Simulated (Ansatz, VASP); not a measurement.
## BeS in VASP and in Ansatz

Contents of INCAR:

```
SYSTEM = BeS
ALGO = Normal
EDIFF = 1E-6
ENCUT = 520
GGA = PE
ISIF = 2
ISMEAR = -1
LASPH = .True.
LCHARG = .True.
LELF = .True.
LREAL = .False.
LVHAR = .True.
LWAVE = .False.
NBANDS = 11
NELM = 100
PREC = Accurate
SIGMA = 0.02
```

Contents of KPOINTS:

```
k-points
0
Gamma
  4 4 4
  0 0 0
```

Contents of POSCAR:

```
BeS
1.0
    0.0000000000      2.4250000000      2.4250000000
    2.4250000000      0.0000000000      2.4250000000
    2.4250000000      2.4250000000      0.0000000000
Be S
1 1
Direct
    0.0000000000      0.0000000000      0.0000000000
    0.7500000000      0.7500000000      0.7500000000
```

Input for Ansatz:

```yaml
crystal:
  lattice:
    - [0.0, 2.425, 2.425]
    - [2.425, 0.0, 2.425]
    - [2.425, 2.425, 0.0]
  atoms:
    - { symbol: Be, position: [0.0, 0.0, 0.0] }
    - { symbol: S, position: [0.75, 0.75, 0.75] }
kpoints:
  mp_grid: { grid: [4, 4, 4] }
scf:
  occupations: { method: fermi_dirac, width: 0.02 }
hamiltonian:
  xc: pbe
  pseudopotentials: { kind: all_electron, lapw: { basis_error: 0.00025 } }
output:
  forces: true
  stress: true
  eigenvalues: true
```

Alike in both runs: task single point; functional PBE; k mesh 4 × 4 × 4; occupations fermi-dirac, width 0.02 eV; no spin polarisation.

|  | VASP | Ansatz |
| --- | --- | --- |
| version | VASP 6.6.1 | Ansatz 0.2.0 |
| potentials or method | VASP PAW PBE potentials, release 64 (Be, S) | all-electron LAPW, scalar-relativistic |
| plane-wave cutoff (eV) | 520 | see its input |

```tsv
	VASP	Ansatz	Ansatz less VASP
gap on the k mesh at the Fermi level (eV)	3.10	3.10	0.000
pressure (GPa)	2.1	2.1	-0.04
```

Ansatz ran all-electron here, so the differences hold the error of VASP's frozen core and of both bases.

Caveats: the k mesh is coarse (spacing up to 0.56 Å⁻¹), so the values aren't converged. A k mesh can miss the band edges.
